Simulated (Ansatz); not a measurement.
HF on a (100) slab of Zn (P6_3/mmc (No. 194)), 6 planes, outer planes Zn (top) and Zn (bottom), 1 a cell of 25.1 Å², relaxed and still whole (its atoms last):

```xyz
14
Lattice="5.2355 0.0000 0.0000 0.0000 4.8036 0.0000 0.0000 0.0000 23.6977" Properties=species:S:1:pos:R:3 pbc="T T T"
Zn    2.6178    3.6027    8.0000
Zn    0.0000    3.6027    8.0000
Zn    3.9266    1.2009    8.7557
Zn    1.3089    1.2009    8.7557
Zn    3.9266    3.6027   10.2670
Zn    1.3089    3.6027   10.2670
Zn   -0.0006    1.1991   11.0340
Zn    2.6185    1.1986   11.0338
Zn    0.0033    3.8890   13.0435
Zn    2.6147    3.8892   13.0432
Zn    1.3092    1.5410   13.3126
Zn    3.9267    1.5079   13.3352
F     3.9284    2.3567   16.1004
H     3.9210    3.1820   15.6491
```

These are results of DFT PBE+D3(BJ), scalar-relativistic, plane waves, PAW in Ansatz, not measurements. Cutoff 420 eV; k points 4×4×1 on the computed 14-atom cell (Γ-centred); Gaussian smearing, width 0.10 eV; no spin polarisation. The cell repeats along c with a dipole correction in the vacuum.

It binds with 0.17 eV a molecule against the clean slab and the free molecule (no zero-point or thermal terms); its shortest contact is H–Zn 2.86 Å. Take first-order desorption with no barrier to adsorption, no reaction on the face and an assumed prefactor of 10^13 s⁻¹.

(1) How long does a molecule stay at 573 K?

(2) Where does its peak lie in a desorption experiment heated at 2 K/s?

(3) Is this physisorption or chemisorption?

Results:

(1) τ = ν⁻¹·exp(E/k_BT) with k_BT = 0.0494 eV: E/k_BT = 3.4, so τ ≈ 3×10^-12 s. At about one hit a site a second (10⁻⁶ mbar) the coverage is near τ × 1 s⁻¹, so a layer needs more than atmospheric pressure.

(2) The peak obeys E/(k_B·T_p²) = (ν/β)·exp(−E/k_BT_p). Solving gives T_p ≈ 66 K (E/k_BT_p = 30.0). An error of 0.1 eV in E moves it by about 39 K, and larger molecules have larger prefactors, which lowers it.

(3) The tightest contact, F–Zn 2.89 Å, is 1.62 times the sum of covalent radii, and deformation and lateral interaction add up to -0.02 eV; about 0.02 e cross the plane between them. This is physisorption.